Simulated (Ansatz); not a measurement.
A surface is cut from this relaxed crystal of HgTe:

```cif
data_structure
_symmetry_space_group_name_H-M 'F-43m'
_symmetry_Int_Tables_number 216
_cell_length_a 6.6496
_cell_length_b 6.6496
_cell_length_c 6.6496
_cell_angle_alpha 90.000
_cell_angle_beta 90.000
_cell_angle_gamma 90.000
_cell_volume 294.03
loop_
_atom_site_label
_atom_site_type_symbol
_atom_site_symmetry_multiplicity
_atom_site_Wyckoff_symbol
_atom_site_fract_x
_atom_site_fract_y
_atom_site_fract_z
_atom_site_occupancy
Hg1 Hg 4 a 0.00000 0.00000 0.00000 1
Te1 Te 4 d 0.25000 0.25000 0.75000 1
```

Miller indices refer to the conventional cell of F-43m (No. 216), a = 6.650 Å, b = 6.650 Å, c = 6.650 Å, α = 90.00°, β = 90.00°, γ = 90.00°.

Consider the (110) slab of 5 planes, 9.4 Å thick with 15 Å of vacuum as cut; outer planes HgTe (top) and HgTe (bottom), all atoms relaxed.

Computed with DFT PBE, scalar-relativistic, plane waves, PAW (Ansatz). Settings: cutoff 420 eV, Γ-centred mesh 8×5×1 on the computed 10-atom cell, Gaussian smearing of 0.10 eV; no spin polarisation. A dipole correction removes the field between periodic images along c.

The cut is weakly bound, and this functional has no dispersion correction. The thin slab has a gap of 0.36 eV, which the bulk, a metal, lacks.

Task: Predict the surface energy (mean of both faces).

Result: 0.12 J/m².

Task: The top two planes lie 2.351 Å apart in the bulk. How does relaxation change this?

Result: The spacing becomes 2.114 Å (-10.1 %), and the top plane rumples by 0.785 Å.

Slabs this thin can still miss converged surface energies by a few hundredths of a J/m² and work functions by about a tenth of an eV.

Spin-orbit coupling is left out, which matters for the bands of heavy elements. An odd k mesh misses the midpoints of the zone's edges, so a slab's gap and band edges read on it can be off. Gaps are read on the k points sampled, so a band crossing between them can be missed.

Worked out: the slab's 10 atoms lie 0.453 eV above the same atoms in the bulk. Shared over two faces of 31.27 Å² this is 7.2 meV/Å², and 1 eV/Å² is 16.02 J/m², which gives 0.12 J/m². The cut crosses 2 bonds a cell (neighbours within 10 % of the shortest distances), so each costs 0.23 eV on this count. The top two spacings change in opposite senses (-10.1 and +2.0 %). The top plane, flat in the bulk, buckles with Te 0.78 Å above Hg: the anion outward, the common sense of rumpling on ionic faces.

The large buckling, with Te outward and Hg inward, is the familiar relaxation of zincblende (110) faces and has more to do with rehybridisation than with simple ionic rumpling. Charge passes from the Hg dangling bond to the more electronegative Te. Hg then favours a flatter, sp²-like arrangement with its three remaining neighbours, while Te becomes pyramidal and keeps a filled lone pair. This lets the surface lower its energy without breaking further bonds.

The small surface energy probably reflects this relaxation together with weak Hg–Te bonding, as relativity stabilises the Hg s shell, though missing dispersion may also contribute. The 0.23 eV per cut bond is therefore a net cost after relaxation, not the strength of a Hg–Te bond.

Bulk HgTe is a semimetal whose band edges touch by symmetry. The slab's gap of 0.36 eV suggests that confinement and the lower symmetry separate these states, with the dangling bonds moved away from the gap. It doesn't imply a gap at the surface of a thick crystal.
